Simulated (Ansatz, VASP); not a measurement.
## BN in VASP and in Ansatz

```
CELL_PARAMETERS angstrom
0.00000 1.74583 1.74583
1.74583 0.00000 1.74583
1.74583 1.74583 0.00000
ATOMIC_POSITIONS crystal
B 0.00000 0.00000 0.00000
N 0.50000 0.50000 0.50000
```

Alike in both runs: task single point; functional PBE-based screened hybrid; k mesh 6 × 6 × 6; no spin polarisation.

```csv
,VASP,Ansatz
version,VASP 6.6.1,Ansatz 0.2.0
potentials or method,"VASP PAW PBE potentials, release 64 (B, N)",plane waves
plane-wave cutoff (eV),520,420
occupations,"gaussian, width 0.01 eV",fixed
valence electrons in the cell,8,8
```

|  | VASP | Ansatz | Ansatz less VASP |
| --- | --- | --- | --- |
| gap on the k mesh at the Fermi level (eV) | 2.83 | 2.81 | -0.014 |
| pressure (GPa) | -11.1 | -11.2 | -0.11 |

Ansatz warned: «stress_exchange_threshold_loose».

Caveats: the k mesh is coarse (spacing up to 0.52 Å⁻¹), so the values aren't converged; the PAW data sets were made with another functional, which shifts forces and pressure a little (VASP). A k mesh can miss the band edges.
